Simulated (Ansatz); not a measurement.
Input and command of a plane-wave DFT calculation in Ansatz:

```yaml
crystal:
  lattice:
    - [3.2183708182, 0.0, 0.0]
    - [-1.6091854091, 2.7871908873, 0.0]
    - [0.2097267374, 0.0, 5.2431684352]
  atoms:
    - { symbol: Ga, position: [0.665447825, 0.3333691667, 0.4991589662] }
    - { symbol: Ga, position: [0.3320786584, 0.6666308333, 0.9991589662] }
    - { symbol: "N", position: [0.6678499838, 0.333226451, 0.8758410338] }
    - { symbol: "N", position: [0.3346235328, 0.666773549, 0.3758410338] }
basis:
  ecutwfc: 420
kpoints:
  mp_grid: { grid: [12, 12, 6] }
hamiltonian:
  xc: pbe
scf:
  occupations: { method: gaussian, width: 0.02 }
output:
  forces: true
  stress: true
  eigenvalues: true
relax:
  adjacent_minimum: "off"
  f_tol: 0.008
  max_steps: 40
```

```bash
ansatz run input.yaml --threads 1 --pin off --max-ram 2560MiB --backend cpu --events-out ev --progress --plain --runs-dir out
```

Processor: Intel(R) Xeon(R) 6975P-C (Granite Rapids), 1 thread, on a host shared with other jobs.

Q: Estimate time, memory and problem size.

A: About 32 s on 1 thread of Intel(R) Xeon(R) 6975P-C (Granite Rapids), with other jobs on the host, peak memory 0.59 GiB. It solves 22 bands at 242 k points (the mesh reduced by symmetry) with about 935 plane waves, in 15 SCF iterations over 4 ionic steps.
